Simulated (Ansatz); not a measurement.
The system is InPd.

```
CELL_PARAMETERS angstrom
0.00000 2.74607 2.74607
2.74607 0.00000 2.74607
2.74607 2.74607 0.00000
ATOMIC_POSITIONS crystal
In 0.00000 0.00000 0.00000
Pd 0.50000 0.50000 0.50000
```

The cell was built by a generator and needn't be a form met in nature.

* Program: Ansatz 0.2.0
* Task: relaxation of cell and atoms
* Functional: HSE06
* Potentials or basis: Ansatz PAW
* Cutoff: 420 eV (not typed: the program's choice for these potentials)
* k mesh: 4 × 4 × 4
* Occupations: fermi-dirac, width 0.05 eV
* Spin: no spin polarisation

At the start: volume 20.71 Å³/atom.

Question: How do energy, volume and symmetry change on relaxing?

Answer: It ends after 5 steps and the volume is 19.82 Å³/atom (-4.3 %); space group Fm-3m (No. 225, to 0.05 Å).

The path:
```
step  energy change (eV)  largest force (eV/Å)  volume (Å³)
   1              0.0000                0.0000        41.42
   2             -0.0067                0.0000        38.14
   3             -0.0243                0.0000        39.78
   4             -0.0246                0.0000        39.64
   5             -0.0231                0.0000        39.64
```

Final structure:
```xyz
2
Lattice="0.0000 2.7064 2.7064 2.7064 0.0000 2.7064 2.7064 2.7064 0.0000" Properties=species:S:1:pos:R:3 pbc="T T T"
In    0.0000    0.0000    0.0000
Pd    2.7064    2.7064    2.7064
```

Caveat: the k mesh is coarse (spacing up to 0.50 Å⁻¹), so the values aren't converged, least of all with exact exchange; the plane-wave basis is chosen anew once the cell has moved, so the energies of steps on either side of that aren't comparable; the PAW data sets come from PBE, with cores solved anew for the run's functional, which leaves a small shift of forces and pressure.
